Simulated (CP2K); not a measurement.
Runs of CP2K 2026.2 on I. The structure is orthorhombic, space group Cmce (No. 64). Conventional cell: a = 7.270 Å, b = 4.790 Å, c = 9.793 Å, α = 90.00°, β = 90.00°, γ = 90.00°. I (site symmetry m) has 1 I at 2.68 Å as nearest neighbours. 

| task | level | potentials or basis | cell | k mesh | smearing | EPS_DEFAULT | NGRIDS | EXTRAPOLATION | basis sets | potentials | gap on the mesh (eV) | pressure (GPa) | largest force (eV/Å) |
| --- | --- | --- | --- | --- | --- | --- | --- | --- | --- | --- | --- | --- | --- |
| relaxation of cell and atoms | PBEsol | POTENTIAL_UZH I GTH-PBE-q7; TZVP-MOLOPT-PBE-GTH basis | relaxed | 5 × 5 × 2 | fermi-dirac 0.05 eV | 1.0E-9 | 5 | USE_PREV_P | I TZVP-MOLOPT-PBE-GTH-q7 | I GTH-PBE-q7 of POTENTIAL_UZH | (b) | 0.0 | - |
| single point | r2SCAN | POTENTIAL_UZH I GTH-SCAN-q7; DZVP-MOLOPT-SR-GTH basis | as given | 5 × 5 × 2 | fermi-dirac 0.05 eV | 1.0E-9 | 5 | - | I DZVP-MOLOPT-SR-GTH-q7 | I GTH-SCAN-q7 of POTENTIAL_UZH | 1.44 | 1.9 | (a) |
| band structure | TB-mBJ | POTENTIAL_UZH I GTH-PBE-q7; TZVP-MOLOPT-PBE-GTH basis | as given | 7 × 7 × 3 | fermi-dirac 0.05 eV | 1.0E-9 | 5 | - | I TZVP-MOLOPT-PBE-GTH-q7 | I GTH-PBE-q7 of POTENTIAL_UZH | 1.62 | - | - |
| band structure | LDA | GTH_POTENTIALS I GTH-PADE-q7; TZVP-MOLOPT-PBE-GTH basis | as given | 7 × 7 × 3 | fermi-dirac 0.1 eV | 1.0E-9 | 4 | - | I TZVP-MOLOPT-PBE-GTH-q7 | I GTH-PADE-q7 of GTH_POTENTIALS | 1.24 | 0.1 | 1.12 |

Alike in all rows: no spin polarisation.

Task: Fill in the values left out.

Result: (a) 1.02; (b) 0.76.

Caveats: spin-orbit coupling is left out, which moves the levels of the heavy elements; the basis of atomic orbitals isn't converged, which shifts pressures, moduli and gaps; the potentials were made for another functional, which shifts forces and pressure (some runs); an odd mesh through Γ misses points on the zone boundary, where band edges often lie (some runs); forces of over 1 eV/Å show positions far from the minimum, so gaps and moduli don't describe the material at rest (some runs); the mesh misses the band edges, which the band path finds closer together (some runs); this is a model potential without an energy functional, so only levels have meaning (some runs).

A k mesh can miss the band edges, and the runs leave out spin-orbit coupling on I.

Not every run made on this cell is shown here.
